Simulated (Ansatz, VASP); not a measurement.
Ge: VASP beside Ansatz

```
Ge
1.0
    -2.51637    2.51637    1.38367
     2.51637   -2.51637    1.38367
     2.51637    2.51637   -1.38367
Ge
2
Direct
  0.00000 0.00000 0.00000
  0.75000 0.25000 0.50000
```

Alike in both runs: functional PBEsol; k mesh 18 × 18 × 18; occupations gaussian, width 0.1 eV; no spin polarisation.

Ansatz relaxed the structure, and its values are those at the end. VASP's run is a single point on that final structure, the one shown.

|  | VASP | Ansatz |
| --- | --- | --- |
| version | VASP 6.6.1 | Ansatz 0.2.0 |
| potentials or method | VASP PAW PBE potentials, release 64 (Ge_d) | scalar-relativistic, plane waves, PAW |
| plane-wave cutoff (eV) | 520 | 500 |
| valence electrons in the cell | 28 | 28 |

|  | VASP | Ansatz | Ansatz less VASP |
| --- | --- | --- | --- |
| gap on the k mesh at the Fermi level (eV) | none | none | - |
| pressure (GPa) | 4.1 | 4.0 | -0.10 |

A gap of «none» marks a metal or a gap that the smearing closes.

Caveats: the PAW data sets were made with another functional, which shifts forces and pressure a little (VASP).
